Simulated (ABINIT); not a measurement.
Runs of ABINIT 10.8.3 (patched build) on Br. It takes space group Cmce (No. 64, orthorhombic). Conventional cell: a = 6.726 Å, b = 4.645 Å, c = 8.702 Å, α = 90.00°, β = 90.00°, γ = 90.00°. Around Br (site symmetry m) lie 1 Br at 2.29 Å. 

| task | level | potentials or basis | k mesh | cutoff (eV) | smearing | stop of the response cycle (tolvrs) | acoustic sum rule (asr) | bands in the sums | one-shot functional | mesh quality | gap on the mesh (eV) | pressure (GPa) | largest force (eV/Å) |
| --- | --- | --- | --- | --- | --- | --- | --- | --- | --- | --- | --- | --- | --- |
| single point | PBE | PseudoDojo NC SR PBE v0.5 stringent | 5 × 5 × 2 | 1034 | fermi-dirac 0.05 eV | - | - | - | - | not flagged | 1.85 | 1.8 | 0.92 |
| dielectric tensor | PBE | PseudoDojo NC SR PBE v0.4.1 standard | 4 × 4 × 2 | 490 | fixed | 1e-08 | 2 | - | - | coarse | - | 1.4 | 0.88 |
| single point | PBE | PseudoDojo NC SR PBE v0.5 standard | 5 × 5 × 2 | 626 | fermi-dirac 0.05 eV | - | - | - | - | not flagged | (b) | 1.8 | 0.88 |
| one-shot levels of the hybrid HSE03 | PBE | PseudoDojo NC SR PBE v0.5 stringent | 4 × 4 × 2 | 1034 | fixed | - | - | 42 | HSE03 | not flagged | (a) | - | - |
| dielectric tensor | LDA | PseudoDojo NC SR LDA v0.4.1 standard | 6 × 6 × 2 | 490 | fixed | 1e-08 | 1 | - | - | coarse | - | -1.7 | 0.69 |

Alike in all rows: no spin polarisation; cell as given.

Q: Fill in the values left out.

A: (a) 1.83; (b) 1.87.

Caveats: some runs use coarse meshes; an odd mesh through Γ misses points on the zone boundary, where band edges often lie (some runs); Libxc's HSE differs a little from that of other programs (some runs); this build's HSE levels may be imprecise (some runs).

A k mesh can miss the band edges, and the runs leave out spin-orbit coupling on Br.

The runs don't all hold the same shells in valence.
